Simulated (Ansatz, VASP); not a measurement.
## BN in VASP and in Ansatz

```
B N
1.0
     3.65965    0.01818   -0.01300
    -0.01818   -3.59828   -0.04295
     0.01300   -0.04295   -3.61617
B N
4 4
Direct
  0.99746 0.50103 0.50323
  0.50543 0.00264 0.50083
  0.50327 0.49927 0.00222
  0.00101 0.99807 0.99892
  0.74820 0.74870 0.74769
  0.24970 0.24797 0.74682
  0.24652 0.75001 0.24834
  0.74841 0.25231 0.25196
```

Change from the starting cell: cell sheared at random, sigma 0.01, atoms nudged by 0.01 Å.

Alike in both runs: task single point; functional PBE; k mesh 6 × 6 × 6; occupations gaussian, width 0.05 eV; no spin polarisation.

```csv
,VASP,Ansatz
version,VASP 6.6.1,Ansatz 0.2.0
potentials or method,"VASP PAW PBE potentials, release 64 (B, N)","scalar-relativistic, plane waves, PAW"
plane-wave cutoff (eV),520,420
valence electrons in the cell,32,32
```

```tsv
	VASP	Ansatz	Ansatz less VASP
gap on the k mesh at the Fermi level (eV)	4.05	4.06	+0.012
least direct gap on the mesh (eV)	4.05	4.06	+0.012
pressure (GPa)	0.9	0.7	-0.23
largest component of the traceless stress (GPa)	10.98	10.87	-0.113
rms of the force components (eV/Å)	0.361	0.358	-0.0030
```

Atom by atom the forces differ by 0.004 eV/Å (rms over components).

A k mesh can miss the band edges.
